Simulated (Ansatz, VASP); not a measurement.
One calculation of TiCo, two programs

The input INCAR:

```
  PREC = Accurate
  ENCUT = 520
  EDIFF = 1E-7
  ISMEAR = 0
  SIGMA = 0.15
  LREAL = False
  LASPH = True
  NELM = 150
  ALGO = Normal
  ISIF = 2
  LWAVE = False
  LCHARG = False
  ISPIN = 2
  MAGMOM = 0 0.4
  LORBIT = 11
  LMAXMIX = 4
  GGA = PS
  NBANDS = 22
```

The input KPOINTS:

```
Automatic mesh
0
Gamma
  16 16 16
```

File POSCAR:

```
TiCo
1.0
    2.9861109900      0.0000000000      0.0000000000
    0.0000000000      2.9861109900      0.0000000000
    0.0000000000      0.0000000000      2.9861109900
Ti Co
1 1
Direct
    0.0000000000      0.0000000000     -0.0167441867
    0.5000000000      0.5000000000      0.5000000000
```

Input for Ansatz:

```yaml
crystal:
  lattice:
    - [2.98611099, 0.0, 0.0]
    - [0.0, 2.98611099, 0.0]
    - [0.0, 0.0, 2.98611099]
  atoms:
    - { symbol: Ti, position: [0.0, 0.0, -0.0167441867] }
    - { symbol: Co, position: [0.5, 0.5, 0.5], spin: 0.4 }
basis:
  ecutwfc: 420
kpoints:
  mp_grid: { grid: [16, 16, 16] }
hamiltonian:
  xc: pbesol
scf:
  occupations: { method: gaussian, width: 0.15 }
output:
  forces: true
  stress: true
  eigenvalues: true
  populations: true
magnetization:
  spin_polarized: true
```

Change from the starting cell: all Ti atoms moved -0.050 Å, as atom 1 along Cartesian [0 0 1].

Alike in both runs: task single point; functional PBEsol; k mesh 16 × 16 × 16; occupations gaussian, width 0.15 eV; collinear spin.

|  | VASP | Ansatz |
| --- | --- | --- |
| version | VASP 6.6.1 | Ansatz 0.2.0 |
| potentials or method | VASP PAW PBE potentials, release 64 (Ti_sv, Co) | scalar-relativistic, plane waves, PAW |
| plane-wave cutoff (eV) | 520 | 420 |
| valence electrons in the cell | 21 | 29 |

```csv
,VASP,Ansatz,Ansatz less VASP
gap on the k mesh at the Fermi level (eV),none,none,-
pressure (GPa),-9.6,-7.5,+2.14
largest component of the traceless stress (GPa),0.06,0.04,-0.015
rms of the force components (eV/Å),0.110,0.129,+0.0197
net moment per atom (μB),0.00,0.40,+0.402
size of the moment on the site where the two differ most (μB),0.00,0.88,+0.880
```

The net moments differ so much that the two runs ended in different magnetic states, which moves the other rows too. Site moments also hang on the region over which each program counts them. Atom by atom the forces differ by 0.020 eV/Å (rms over components). A gap of «none» marks a metal or a gap that the smearing closes. The two sets of potentials don't hold the same shells in valence.

Caveats: the PAW data sets were made with another functional, which shifts forces and pressure a little (VASP).
